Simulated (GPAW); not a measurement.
Runs of GPAW 26.7.0 on SnO. The structure is tetragonal, space group P4/nmm (No. 129). Conventional cell: a = 3.814 Å, b = 3.814 Å, c = 4.887 Å, α = 90.00°, β = 90.00°, γ = 90.00°. Sn (site symmetry 4mm) has 4 O at 2.23 Å as nearest neighbours. O (site symmetry -4m2) is surrounded by 4 Sn at 2.23 Å. The cell is a database's computed one.

```tsv
task	level	potentials or basis	cell	k mesh	cutoff (eV)	smearing	response ecut	response k mesh	response bands	kernels	coarser k mesh	gap on the mesh (eV)	pressure (GPa)	largest force (eV/Å)
single point	PBEsol	PAW data sets generated in the run's folder for this functional, pw	as given	7 × 7 × 6	800	fermi-dirac 0.05 eV	-	-	-	-	-	0.36	-1.2	0.02
dielectric tensor	LDA	the program's PAW data sets (release 1.2.1) made for this functional, pw	as given	6 × 6 × 5	550	fermi-dirac 0.001 eV	80 eV	7 × 7 × 6	60	["RPA"]	7 × 7 × 6	0.23	-	-
dielectric tensor	PBE	GPAW PAW data sets (gpaw-data 1.2.1), pw	as given	6 × 6 × 5	550	fermi-dirac 0.001 eV	80 eV	7 × 7 × 6	60	["RPA"]	7 × 7 × 6	0.15	-	-
dielectric tensor	AM05	PAW data sets generated in the run's folder for this functional, pw	as given	6 × 6 × 5	550	fermi-dirac 0.001 eV	80 eV	7 × 7 × 6	60	["RPA"]	7 × 7 × 6	(b)	-	-
single point	PBEsol	PAW data sets generated in the run's folder for this functional, pw	atoms moved at random, drawn with an rms of 0.05 Å	7 × 7 × 6	800	fermi-dirac 0.05 eV	-	-	-	-	-	0.58	1.2	0.79
dielectric tensor	PBEsol	PAW data sets generated in the run's folder for this functional, pw	as given	6 × 6 × 5	550	fermi-dirac 0.001 eV	80 eV	7 × 7 × 6	60	["RPA"]	7 × 7 × 6	(a)	-	-
```

Alike in all rows: no spin polarisation.

Problem. Fill in the values left out.

Solution. (a) 0.13; (b) 0.16.

Caveats: spin-orbit coupling is left out, which moves the levels of the heavy elements; an odd mesh through Γ misses points on the zone boundary, where band edges often lie; the gap is small at this level, which inflates the dielectric constant (some runs); the long-wavelength limit can be off by a per cent or two (some runs).

A k mesh can miss the band edges, and the runs leave out spin-orbit coupling on Sn.
